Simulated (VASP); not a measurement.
# AgCl (Chlorargyrite) (Fm-3m) in VASP: a series of runs, part 2 of 2

VASP 6.6.1.

### 3 Single point, PBEsol

Input file INCAR:

```
PREC = Accurate
ENCUT = 350
EDIFF = 1E-6
ISMEAR = 0
SIGMA = 0.05
LREAL = F
LASPH = T
NELM = 100
ALGO = Normal
ISIF = 2
LWAVE = F
LCHARG = F
GGA = PS
ADDGRID = F
```

Input file KPOINTS:

```
Automatic mesh
0
Gamma
  5 5 5
```

Input file POSCAR:

```
AgCl
1.0
    0.0000000000      2.7350000000      2.7350000000
    2.7350000000      0.0000000000      2.7350000000
    2.7350000000      2.7350000000      0.0000000000
Ag Cl
1 1
Direct
    0.0000000000      0.0000000000      0.0000000000
    0.5000000000      0.5000000000      0.5000000000
```

Potentials or basis: VASP PAW PBE potentials, release 64 (Ag, Cl).

On the command line:

```
cat potpaw_PBE.64/Ag/POTCAR potpaw_PBE.64/Cl/POTCAR > POTCAR
mpirun -np 1 vasp_std > vasp.out
```

It took 2 s on 1 thread of Intel Xeon 6975P-C (Granite Rapids), shared host; peak memory 0.13 GiB.

These settings aren't checked as converged: the numbers below hold their error.

What came out:

- Free energy: -6.0593 eV
- Pressure: -1.1 GPa
- Band gap on the k mesh: 0.88 eV, indirect (least direct gap 3.22 eV)

Caveat: the PAW data sets were made with another functional, which shifts forces and pressure a little; an odd mesh through Γ misses points on the zone boundary, where band edges often lie.

### 4 Single point, PBEsol

INCAR: that of step 3 with these lines changed.

```diff
@@ -1,3 +1,3 @@
 PREC = Accurate
-ENCUT = 350
+ENCUT = 200
 EDIFF = 1E-6
```

Input file KPOINTS:

```
Automatic mesh
0
Gamma
  7 7 7
```

POSCAR is that of step 3.

Potentials or basis: VASP PAW PBE potentials, release 64 (Ag, Cl).

On the command line:

```
cat potpaw_PBE.64/Ag/POTCAR potpaw_PBE.64/Cl/POTCAR > POTCAR
mpirun -np 1 vasp_std > vasp.out
```

OUTCAR:

```text
PREC = Accurate
   ENCUT = 200
   EDIFF = 1E-6
   ISMEAR = 0
   LREAL = F
   LASPH = T
   NELM = 100
   ISIF = 2
   GGA = PS

 Found     20 irreducible k-points:

 Following reciprocal coordinates:
            Coordinates               Weight
  0.000000  0.000000  0.000000      1.000000
  0.142857  0.000000  0.000000      8.000000
  0.285714  0.000000  0.000000      8.000000
  0.428571  0.000000  0.000000      8.000000
  0.142857  0.142857  0.000000      6.000000
  0.285714  0.142857  0.000000     24.000000
   k-points           NKPTS =     20   k-points in BZ     NKDIM =     20   number of bands    NBANDS=     13
   number of dos      NEDOS =    301   number of ions     NIONS =      2
   total plane-waves  NPLWV =   5832
   dimension x,y,z NGX =    18 NGY =   18 NGZ =   18
   dimension x,y,z NGXF=    36 NGYF=   36 NGZF=   36
   ions per type =               1   1
   NGX,Y,Z   is equivalent  to a cutoff of   7.74,  7.74,  7.74 a.u.
   NGXF,Y,Z  is equivalent  to a cutoff of  15.47, 15.47, 15.47 a.u.
 SYSTEM =  unknown system
   PREC   = accura    normal or accurate (medium, high low for compatibility)
   ISTART =      0    job   : 0-new  1-cont  2-samecut
   ICHARG =      2    charge: 1-file 2-atom 10-const
   ISPIN  =      1    spin polarized calculation?
   LNONCOLLINEAR =      F non collinear calculations
   LSORBIT =      F    spin-orbit coupling
   LASPH  =      T    aspherical Exc in radial PAW
   ENCUT  =  200.0 eV  14.70 Ry    3.83 a.u.   4.46  4.46  4.46*2*pi/ulx,y,z
   NELM   =    100;   NELMIN=  2; NELMDL= -5     # of ELM steps
   EDIFF  = 0.1E-05   stopping-criterion for ELM
   LREAL  =      F    real-space projection
   EDIFFG = 0.1E-04   stopping-criterion for IOM
   NSW    =      0    number of steps for IOM
   IBRION =     -1    ionic relax: 0-MD 1-quasi-New 2-CG
   NFREE  =      0    steps in history (QN), initial steepest desc. (CG)
   ISIF   =      2    stress and relaxation
   ISYM   =      2    0-nonsym 1-usesym 2-fastsym
   POTIM  = 0.5000    time-step for ionic-motion
   TEBEG  =    0.0;   TEEND  =   0.0 temperature during run
   PSTRESS=    0.0 pullay stress
   NELECT =      18.0000    total number of electrons
   NUPDOWN=      -1.0000    fix difference up-down
   EMIN   =  10.00;   EMAX   =-10.00  energy-range for DOS
   EFERMI =   0.00;   METHOD = LEGACY
   ISMEAR =     0;   SIGMA  =   0.05  broadening in eV -4-tet -1-fermi 0-gaus
   EFERMI_NEDOS =   21; number of points for ismear=-14 and -15
   IALGO  =     38    algorithm
   IMIX   =      4    mixing-type and parameters
     AMIX     =   0.40;   BMIX     =  1.00
     AMIX_MAG =   1.60;   BMIX_MAG =  1.00
  volume/ion in A,a.u.               =      20.46       138.06
  Fermi-wavevector in a.u.,A,eV,Ry     =   1.245083  2.352866 21.092186  1.550232
  Thomas-Fermi vector in A             =   2.379321
   LORBIT       =      0    0 simple, 1 ext, 2 COOP (PROOUT), +10 PAW based schemes
   GGA     = PS    functional components
   LHFCALC =     F    Hartree Fock is set to
   AEXX    =    0.0000 exact exchange contribution
   IVDW    =     0    specifies the selected vdW correction
   LEPSILON=     F    determine dielectric tensor
   LRPA    =     F    only Hartree local field effects (RPA)
 non-spin polarized calculation
 Gauss-broadening in eV      SIGMA  =   0.05
  energy-cutoff  :      200.00
  volume of cell :       40.92
 maximum number of plane-waves:       279
 NGX is ok and might be reduce to    18
   NGX =  9   NGY =  9   NGZ =  9

 number of electron      17.9999952 magnetization

 Free energy of the ion-electron system (eV)
  ---------------------------------------------------
  ext. energy  EPLUGINS =         0.00000000
  ---------------------------------------------------
  free energy    TOTEN  =        -5.86016697 eV

  energy without entropy =       -5.86016697  energy(sigma->0) =       -5.86016697

 E-fermi :   4.3425     XC(G=0): -10.4237

 val. band max:        4.1052970239   @ k =   0.4286   0.0000   0.0000
 cond. band min:       4.9578069336   @ k =   0.0000   0.0000   0.0000
 fundamental gap:      0.8525099097
 Fermi energy:         4.3424640539

 k-point     1 :       0.0000    0.0000    0.0000
  band No.  band energies     occupation
      1     -11.2546      2.00000
      2       1.4734      2.00000
      3       1.4734      2.00000
      4       1.4734      2.00000
      5       1.5887      2.00000
      6       1.5887      2.00000
      7       1.7901      2.00000
      8       1.7901      2.00000
      9       1.7901      2.00000
     10       4.9578      0.00000
     11      15.1561      0.00000
     12      15.1561      0.00000
     13      15.1561      0.00000
[... 65 lines left out ...]
 k-point     6 :       0.2857    0.1429    0.0000
  band No.  band energies     occupation
      1     -10.9858      2.00000
      2      -0.4990      2.00000
      3       0.4465      2.00000
      4       0.5551      2.00000
      5       1.5050      2.00000
      6       1.7560      2.00000
      7       2.0876      2.00000
      8       2.6977      2.00000
      9       3.2572      2.00000
     10       7.5624      0.00000
     11      11.6605      0.00000
     12      12.7480      0.00000
     13      13.8803      0.00000

 [... further k-points ...]
[... 5 lines left out ...]
  --------------------------------------------------------------------------------------
  -------------------------------------------------------------------------------------
  Total       -7.9765827     -7.9765827     -7.9765827     -0.0000000      0.0000000      0.0000000
  in kB     -312.3384634   -312.3384634   -312.3384634     -0.0000000      0.0000000      0.0000000
  external PRESSURE =    -312.3384634 kB  Pullay stress =       0.0000000 kB

 VOLUME and BASIS-vectors are now :
 -----------------------------------------------------------------------------
  energy-cutoff  :      200.00
  volume of cell :       40.92
      direct lattice vectors                 reciprocal lattice vectors
     0.000000000  2.735000000  2.735000000    -0.182815356  0.182815356  0.182815356
     2.735000000  0.000000000  2.735000000     0.182815356 -0.182815356  0.182815356
     2.735000000  2.735000000  0.000000000     0.182815356  0.182815356 -0.182815356

 POSITION                                       TOTAL-FORCE (eV/Angst)
 -----------------------------------------------------------------------------------
      0.00000      0.00000      0.00000         0.000000      0.000000      0.000000
      2.73500      2.73500      2.73500         0.000000      0.000000      0.000000
 -----------------------------------------------------------------------------------
    total drift:                               -0.000000      0.000000     -0.000000

  FREE ENERGIE OF THE ION-ELECTRON SYSTEM (eV)
  ---------------------------------------------------
  free  energy   TOTEN  =        -5.8601669683 eV

  energy  without entropy=       -5.8601669683  energy(sigma->0) =       -5.86016697
```

stdout:

```text
POSCAR found type information on POSCAR AgCl
 POSCAR found :  2 types and       2 ions
 scaLAPACK will be used
 -----------------------------------------------------------------------------
|                                                                             |
|                                                                             |
|     You enforced a specific xc type in the INCAR file but a different       |
|     I HOPE YOU KNOW WHAT YOU ARE DOING!                                     |
|                                                                             |
 -----------------------------------------------------------------------------

 LDA part: xc-table for (Slater+PW92), standard interpolation
 POSCAR, INCAR and KPOINTS ok, starting setup
 FFT: planning ... GRIDC
 FFT: planning ... GRID_SOFT
 FFT: planning ... GRID
 WAVECAR not read
 entering main loop
```

Run time: 2.1 s. Hardware: 1 thread of Intel Xeon 6975P-C (Granite Rapids), shared host; peak memory 0.11 GiB.

The run converged, but a check on its numbers failed (symmetry, net force, bounds or a known fault of this set-up), so they aren't taken as properties of the crystal.

Caveat: the cutoff lies under the usual one of these potentials, so the numbers hold a large basis-set error; a pressure of tens of GPa on the cell as given is suspect, and the run, the potentials or the cell itself is likely at fault; the PAW data sets were made with another functional, which shifts forces and pressure a little; an odd mesh through Γ misses points on the zone boundary, where band edges often lie.

### 5 Single point, PBEsol

INCAR: that of step 4 with these lines changed.

```diff
@@ -1,3 +1,3 @@
 PREC = Accurate
-ENCUT = 200
+ENCUT = 400
 EDIFF = 1E-6
```

Input file KPOINTS:

```
Automatic mesh
0
Gamma
  5 5 5
```

POSCAR is that of step 4.

On the command line:

```
cat potpaw_PBE.64/Ag/POTCAR potpaw_PBE.64/Cl/POTCAR > POTCAR
mpirun -np 1 vasp_std > vasp.out
```

It took 3 s on 1 thread of Intel Xeon 6975P-C (Granite Rapids), shared host; peak memory 0.15 GiB.

These settings aren't checked as converged: the numbers below hold their error.

What came out:

```
Free energy            : -6.0580 eV
Pressure               : -0.9 GPa
Band gap on the k mesh : 0.88 eV, indirect (least direct gap 3.23 eV)
```

Caveat: the PAW data sets were made with another functional, which shifts forces and pressure a little; an odd mesh through Γ misses points on the zone boundary, where band edges often lie.

### 6 For comparison

An earlier run on the cell as given: functional PBEsol; potentials or basis VASP PAW PBE potentials, release 64 (Ag, Cl); cutoff 520 eV; k mesh 8 × 8 × 8; occupations fermi-dirac, width 0.05 eV; no spin polarisation.

- Pressure: -0.8 GPa
- Band gap on the k mesh: 0.72 eV, indirect (least direct gap 3.18 eV)
